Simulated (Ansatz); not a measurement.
# SiC: stable or not

The cell was relaxed from a distorted copy of a database structure.

The calculation used Ansatz 0.2.0, DFT PBE, scalar-relativistic, plane waves, PAW. Settings of the last relaxation (4-atom cell): 420 eV, 12×12×6 k points, Gaussian smearing of 0.02 eV, no spin polarisation.

```cif
data_structure
_symmetry_space_group_name_H-M 'P6_3mc'
_symmetry_Int_Tables_number 186
_cell_length_a 3.0919
_cell_length_b 3.0919
_cell_length_c 5.0743
_cell_angle_alpha 90.000
_cell_angle_beta 90.000
_cell_angle_gamma 120.000
_cell_volume 42.01
loop_
_atom_site_label
_atom_site_type_symbol
_atom_site_symmetry_multiplicity
_atom_site_Wyckoff_symbol
_atom_site_fract_x
_atom_site_fract_y
_atom_site_fract_z
_atom_site_occupancy
Si1 Si 2 b 0.66667 0.33333 0.50458 1
C1 C 2 b 0.66667 0.33333 0.88042 1
```

Formation energies are uncorrected and refer to the elements' standard structures at the same level.

Task: These tests were run: energy against the elements; random kick, then relaxation without symmetry; phonons on a 3×3×1 q mesh; elastic tensor. What do they show?

Result:

```tsv
test	result
energy against the elements	−0.200 eV/atom
random kick, then relaxation without symmetry	returns
phonons on a 3×3×1 q mesh	no imaginary mode on the mesh
elastic tensor	least eigenvalue 151 GPa
```

It fails none of these tests. Competing phases weren't compared here.

The reference form of C is held partly by dispersion forces, which this level lacks. The kick test ran on a coarse mesh. The run for the phonons used a 12×12×6 k mesh. The run for the elastic tensor used a 12×12×6 k mesh.
